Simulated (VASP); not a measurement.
Set up this calculation in VASP 6.6.1, as the native input.

```yaml
Task: band structure
Functional: PBE
Potentials_or_basis: VASP PAW PBE potentials, release 64 (Mo_pv, Se)
Cutoff: 520 eV
k_mesh: 9 × 9 × 2
Occupations: fermi-dirac, width 0.05 eV
Spin: no spin polarisation
Further_INCAR_settings: ALGO = Normal; EDIFF = 1e-06
```

The structure of MoSe2 lies in POSCAR:

```
MoSe2
1.0
    3.2880000000      0.0000000000      0.0000000000
   -1.6440000000      2.8474915276      0.0000000000
    0.0000000000      0.0000000000     12.9000000000
Mo Se
2 4
Direct
    0.6666666667      0.3333333333      0.7500000000
    0.3333333333      0.6666666667      0.2500000000
    0.6666666667      0.3333333333      0.3750000000
    0.3333333333      0.6666666667      0.8750000000
    0.6666666667      0.3333333333      0.1250000000
    0.3333333333      0.6666666667      0.6250000000
```

One way to write it, as run:

INCAR

```
ALGO = Normal
EDIFF = 1E-6
ENCUT = 520
GGA = PE
ISIF = 2
ISMEAR = -1
LASPH = T
LCHARG = F
LMAXMIX = 4
LREAL = F
LWAVE = F
NELM = 100
PREC = Accurate
SIGMA = 0.05
```

KPOINTS

```
k-points
0
Gamma
  9 9 2
```

KPOINTS_OPT

```
path GMKGALHA,LM,KH
20
line-mode
reciprocal
 0.0000000000  0.0000000000  0.0000000000  G
 0.5000000000  0.0000000000  0.0000000000  M

 0.5000000000  0.0000000000  0.0000000000  M
 0.3333333333  0.3333333333  0.0000000000  K

 0.3333333333  0.3333333333  0.0000000000  K
 0.0000000000  0.0000000000  0.0000000000  G

 0.0000000000  0.0000000000  0.0000000000  G
 0.0000000000  0.0000000000  0.5000000000  A

 0.0000000000  0.0000000000  0.5000000000  A
 0.5000000000  0.0000000000  0.5000000000  L

 0.5000000000  0.0000000000  0.5000000000  L
 0.3333333333  0.3333333333  0.5000000000  H

 0.3333333333  0.3333333333  0.5000000000  H
 0.0000000000  0.0000000000  0.5000000000  A

 0.5000000000  0.0000000000  0.5000000000  L
 0.5000000000  0.0000000000  0.0000000000  M

 0.3333333333  0.3333333333  0.0000000000  K
 0.3333333333  0.3333333333  0.5000000000  H
```

Potentials or basis: VASP PAW PBE potentials, release 64 (Mo_pv, Se).

Launch:

```sh
$ cat potpaw_PBE.64/Mo_pv/POTCAR potpaw_PBE.64/Se/POTCAR > POTCAR
$ mpirun -np 1 vasp_std > vasp.out
```

Results of the run:

- Pressure: 8.1 GPa
- Largest force: 1.112 eV/Å
- Band gap on the k mesh: 0.88 eV, indirect (least direct gap 1.38 eV)
- Band gap along the path: 0.86 eV, indirect (least direct gap 1.38 eV)

Caveat: the cell's inner coordinates are idealised or old, which leaves forces on the atoms; this functional lacks dispersion, which binds the layers, so the pressure and a relaxed spacing across them are unreliable.

Wall time 3.8 min on 1 thread of AMD EPYC 9R45 96-Core Processor (Zen 5) (shared host), peak memory 0.26 GiB.
